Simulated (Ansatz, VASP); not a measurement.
# Two plane-wave programs on Os

```
Os
1.0
     3.12585    1.80471    5.33083
    -3.12585    1.80471    5.33083
     0.00000   -3.60942    5.33083
Os
12
Direct
  0.01019 0.65361 0.01019
  0.01019 0.01019 0.65361
  0.65361 0.01019 0.01019
  0.98981 0.34639 0.98981
  0.34639 0.98981 0.98981
  0.98981 0.98981 0.34639
  0.22118 0.63060 0.22118
  0.22118 0.22118 0.63060
  0.63060 0.22118 0.22118
  0.77882 0.36940 0.77882
  0.36940 0.77882 0.77882
  0.77882 0.77882 0.36940
```

Alike in both runs: task single point; functional PBE; k mesh 6 × 6 × 6; occupations gaussian, width 0.1 eV; no spin polarisation.

```csv
,VASP,Ansatz
version,VASP 6.6.1,Ansatz 0.2.0
potentials or method,"VASP PAW PBE potentials, release 64 (Os)","scalar-relativistic, plane waves, PAW"
plane-wave cutoff (eV),520,420
valence electrons in the cell,96,192
```

```csv
,VASP,Ansatz,Ansatz less VASP
gap on the k mesh at the Fermi level (eV),none,none,-
rms of the force components (eV/Å),7.218,6.991,-0.2277
```

Atom by atom the forces differ by 0.355 eV/Å (rms over components). A gap of «none» marks a metal or a gap that the smearing closes. The two sets of potentials don't hold the same shells in valence.

Caveats: forces of over 1 eV/Å show positions far from the minimum, so gaps and moduli don't describe the material at rest. Spin-orbit coupling is left out, which matters for the levels of Os.
